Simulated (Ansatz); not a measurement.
# C7O16: the cost of one run

Program: Ansatz 0.2.0. Level of theory: DFT PBE+D3(BJ), scalar-relativistic, plane waves, PAW. These are calculated values, not measurements.

5 further runs of the same task are left out: 5 set aside as unsound or not needed.

## (1) Starting point

It takes space group C2/m (No. 12, monoclinic). The conventional cell has a = 10.053 Å, b = 11.182 Å, c = 8.410 Å, α = 90.00°, β = 126.70°, γ = 90.00°. C (site symmetry -1) has 2 O at 1.17 Å as nearest neighbours. C (site symmetry 2/m) is surrounded by 2 O at 1.17 Å. Around O (site symmetry 1) lie 1 C at 1.17 Å. Around O (site symmetry m) lie 1 O at 2.34 Å. O (site symmetry m) is surrounded by 1 C at 1.17 Å. Only part of the 11 independent sites is listed.

The input asks for a charge of -4 e on the cell.

As a file:

```cif
data_structure
_symmetry_space_group_name_H-M 'C2/m'
_symmetry_Int_Tables_number 12
_cell_length_a 10.0534
_cell_length_b 11.1823
_cell_length_c 8.4105
_cell_angle_alpha 90.000
_cell_angle_beta 126.703
_cell_angle_gamma 90.000
_cell_volume 758.05
loop_
_atom_site_label
_atom_site_type_symbol
_atom_site_symmetry_multiplicity
_atom_site_Wyckoff_symbol
_atom_site_fract_x
_atom_site_fract_y
_atom_site_fract_z
_atom_site_occupancy
C1 C 4 e 0.75000 0.75000 0.00000 1
C2 C 2 a 0.00000 0.00000 0.00000 1
C3 C 4 f 0.25000 0.75000 0.50000 1
C4 C 2 c 0.00000 0.00000 0.50000 1
C5 C 2 d 0.00000 0.50000 0.50000 1
O1 O 8 j 0.60495 0.75000 0.89662 1
O2 O 4 i 0.85495 0.50000 0.89662 1
O3 O 4 i 0.85495 0.00000 0.89662 1
O4 O 8 j 0.29167 0.75000 0.39662 1
O5 O 4 i 0.54167 0.50000 0.39662 1
O6 O 4 i 0.54167 0.00000 0.39662 1
```

It goes back to an entry of the Materials Project, which need not be the stable form.

It is built from the cell relaxed beforehand with the same method (15.79 Å³/atom).

## (2) The vacancy and the jump

The supercell lacks one C atom, at fractional position (0.500, 0.000, 0.000), and holds 23 atoms and a charge of -4 e on a uniform background. Atom 1 (C), 3.76 Å away, is to jump into the empty site. The cell is fixed.

## (3) Relaxing around the vacancy

input.yaml reads:

```yaml
crystal:
  lattice:
    - [-5.5911398134, 5.0266817924, 0.0]
    - [5.5911398134, 5.0266817924, 0.0]
    - [0.0, -5.0266817924, -6.7430433132]
  atoms:
    - { symbol: C, position: [0.5, 0.5, 0.0] }
    - { symbol: C, position: [0.0, 0.0, 0.0] }
    - { symbol: C, position: [0.0, 0.5, 0.0] }
    - { symbol: C, position: [1.0, 1.0, 0.5] }
    - { symbol: C, position: [1.0, 0.5, 0.5] }
    - { symbol: C, position: [0.5, 1.0, 0.5] }
    - { symbol: C, position: [0.5, 0.5, 0.5] }
    - { symbol: O, position: [0.6450518689, 0.6450518689, 0.1033812959] }
    - { symbol: O, position: [0.6450518689, 0.1450518689, 0.1033812959] }
    - { symbol: O, position: [0.1450518689, 0.6450518689, 0.1033812959] }
    - { symbol: O, position: [0.1450518689, 0.1450518689, 0.1033812959] }
    - { symbol: O, position: [0.3549481311, 0.3549481311, 0.8966187041] }
    - { symbol: O, position: [0.3549481311, 0.8549481311, 0.8966187041] }
    - { symbol: O, position: [0.8549481311, 0.3549481311, 0.8966187041] }
    - { symbol: O, position: [0.8549481311, 0.8549481311, 0.8966187041] }
    - { symbol: O, position: [0.958329427, 0.958329427, 0.6033812959] }
    - { symbol: O, position: [0.958329427, 0.458329427, 0.6033812959] }
    - { symbol: O, position: [0.458329427, 0.958329427, 0.6033812959] }
    - { symbol: O, position: [0.458329427, 0.458329427, 0.6033812959] }
    - { symbol: O, position: [0.041670573, 0.041670573, 0.3966187041] }
    - { symbol: O, position: [0.041670573, 0.541670573, 0.3966187041] }
    - { symbol: O, position: [0.541670573, 0.041670573, 0.3966187041] }
    - { symbol: O, position: [0.541670573, 0.541670573, 0.3966187041] }
total_charge: -4
basis:
  ecutwfc: 420
kpoints:
  mp_grid: { grid: [4, 4, 4] }
hamiltonian:
  xc: pbe
  dispersion: d3bj
scf:
  occupations: { method: gaussian, width: 0.05 }
output:
  forces: true
  stress: true
  eigenvalues: true
  write_density: true
  write_potential: true
  elf: true
  volumetric_format: npy
relax:
  adjacent_minimum: "off"
  f_tol: 0.02
  max_steps: 50
```

Command:

```
$ ansatz run input.yaml --threads 4 --pin off --max-ram 9216MiB --backend cpu --events-out ev --progress --plain --runs-dir out
```

What time and memory should one allow on 4 threads of Arm Neoverse V1, shared host?

About 6.3 min, with a peak of 1.4 GiB.
